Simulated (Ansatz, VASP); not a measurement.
# Two plane-wave programs on Ti

Contents of INCAR:

```
ALGO = Normal
EDIFF = 1E-6
ENCUT = 520
GGA = PS
ISIF = 2
ISMEAR = -1
LASPH = T
LCHARG = T
LELF = T
LREAL = F
LVHAR = T
LWAVE = F
NBANDS = 12
NELM = 100
PREC = Accurate
SIGMA = 0.15
```

KPOINTS

```
k-points
0
Gamma
  10 10 10
```

Contents of POSCAR:

```
Ti
1.0
    0.0000000000      2.0300000000      2.0300000000
    2.0300000000      0.0000000000      2.0300000000
    2.0300000000      2.0300000000      0.0000000000
Ti
1
Direct
    0.0000000000      0.0000000000      0.0000000000
```

Input for Ansatz:

```yaml
crystal:
  lattice:
    - [0.0, 2.03, 2.03]
    - [2.03, 0.0, 2.03]
    - [2.03, 2.03, 0.0]
  atoms:
    - { symbol: Ti, position: [0.0, 0.0, 0.0] }
basis:
  ecutwfc: 500.0
kpoints:
  mp_grid:
    grid: [10, 10, 10]
hamiltonian:
  xc: pbesol
  pseudopotentials:
    kind: paw
scf:
  occupations:
    method: fermi_dirac
    width: 0.15
output:
  stress: true
```

This isn't the form of Ti at room conditions, which is hcp.

Alike in both runs: task single point; functional PBEsol; k mesh 10 × 10 × 10; occupations fermi-dirac, width 0.15 eV; no spin polarisation.

|  | VASP | Ansatz |
| --- | --- | --- |
| version | VASP 6.6.1 | Ansatz 0.2.0 |
| potentials or method | VASP PAW PBE potentials, release 64 (Ti_sv) | plane waves, PAW |
| plane-wave cutoff (eV) | 520 | 500 |
| valence electrons in the cell | 12 | 12 |

```csv
,VASP,Ansatz,Ansatz less VASP
pressure (GPa),0.1,0.3,+0.26
```

Caveats: the PAW data sets were made with another functional, which shifts forces and pressure a little (VASP).
